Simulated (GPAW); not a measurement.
Al2O3, 5 atoms in the cell. Symmetry: P-3m1, No. 164, trigonal system. Conventional cell: a = 3.017 Å, b = 3.017 Å, c = 7.575 Å, α = 90.00°, β = 90.00°, γ = 120.00°. Around Al (site symmetry 3m) lie 4 O at 1.68 to 1.84 Å. O (site symmetry -3m) has 2 Al at 1.68 Å as nearest neighbours. Around O (site symmetry 3m) lie 3 Al at 1.84 Å. Measurements of this composition are mostly on another form, of space group No. 167.

* Program: GPAW 26.7.0
* Task: dielectric tensor
* Functional: LDA
* Potentials or basis: the program's PAW data sets (release 1.2.1) made for this functional
* Cutoff: 650 eV
* Basis: pw
* k mesh: 8 × 8 × 3
* Occupations: fermi-dirac, width 0.001 eV
* Spin: no spin polarisation
* Response ecut: 80 eV
* Maxiter: 150
* Response k mesh: 14 × 14 × 5
* Response bands: 52
* Kernels: ["RPA"]
* Coarser k mesh: 14 × 14 × 5

Potentials or basis: the program's PAW data sets (release 1.2.1) made for this functional, pw.

Launch:

```console
$ OMP_NUM_THREADS=1 python run.py
```

Hardware: 1 thread of Arm Neoverse V1, on a shared host.

How long does it take, and how much memory?

Wall time 6.2 min on 1 thread of Arm Neoverse V1, on a shared host, peak memory 0.59 GiB. Counts: scf iterations 24, plane waves 2264, bands 24, k points 25.
